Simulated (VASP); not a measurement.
Wanted: the native input for a VASP 6.6.1 run.

- Task: band structure
- Functional: PBE
- Potentials or basis: VASP PAW PBE potentials, release 54 (Ga, P)
- Cutoff: 500 eV
- k mesh: 8 × 8 × 8
- Occupations: fermi-dirac, width 0.05 eV
- Spin: no spin polarisation
- Further INCAR settings: ALGO = Normal; EDIFF = 1e-06

The structure of GaP lies in POSCAR:

```
GaP
1.0
    0.0000000000      2.7252500000      2.7252500000
    2.7252500000      0.0000000000      2.7252500000
    2.7252500000      2.7252500000      0.0000000000
Ga P
1 1
Direct
    0.0000000000      0.0000000000      0.0000000000
    0.7500000000      0.7500000000      0.7500000000
```

One way to write it, as run:

INCAR

```
SYSTEM = GaP
  PREC = Accurate
  ENCUT = 500
  EDIFF = 1E-6
  ISMEAR = -1
  SIGMA = 0.05
  LREAL = .FALSE.
  LASPH = .TRUE.
  NELM = 60
  ALGO = Normal
  ISIF = 2
  LWAVE = .FALSE.
  LCHARG = .FALSE.
  GGA = PE
```

KPOINTS

```
regular mesh
0
G
  8 8 8
  0 0 0
```

KPOINTS_OPT

```
path GXWKGLUWLK,UX
15
line-mode
reciprocal
 0.0000000000  0.0000000000  0.0000000000  G
 0.5000000000  0.0000000000  0.5000000000  X

 0.5000000000  0.0000000000  0.5000000000  X
 0.5000000000  0.2500000000  0.7500000000  W

 0.5000000000  0.2500000000  0.7500000000  W
 0.3750000000  0.3750000000  0.7500000000  K

 0.3750000000  0.3750000000  0.7500000000  K
 0.0000000000  0.0000000000  0.0000000000  G

 0.0000000000  0.0000000000  0.0000000000  G
 0.5000000000  0.5000000000  0.5000000000  L

 0.5000000000  0.5000000000  0.5000000000  L
 0.6250000000  0.2500000000  0.6250000000  U

 0.6250000000  0.2500000000  0.6250000000  U
 0.5000000000  0.2500000000  0.7500000000  W

 0.5000000000  0.2500000000  0.7500000000  W
 0.5000000000  0.5000000000  0.5000000000  L

 0.5000000000  0.5000000000  0.5000000000  L
 0.3750000000  0.3750000000  0.7500000000  K

 0.6250000000  0.2500000000  0.6250000000  U
 0.5000000000  0.0000000000  0.5000000000  X
```

Potentials or basis: VASP PAW PBE potentials, release 54 (Ga, P).

The run is started by

```console
$ cat potpaw_PBE.54/Ga/POTCAR potpaw_PBE.54/P/POTCAR > POTCAR
$ mpirun -np 1 vasp_std > vasp.out
```

Results of the run:

```json
{
  "Pressure": "4.0 GPa",
  "Band gap on the k mesh": "1.67 eV, indirect (least direct gap 1.89 eV)",
  "Band gap along the path": "1.61 eV, indirect (least direct gap 1.89 eV)"
}
```

Wall time 12 s on 1 thread of Intel(R) Xeon(R) 6975P-C (Granite Rapids), on a shared host, peak memory 0.16 GiB.
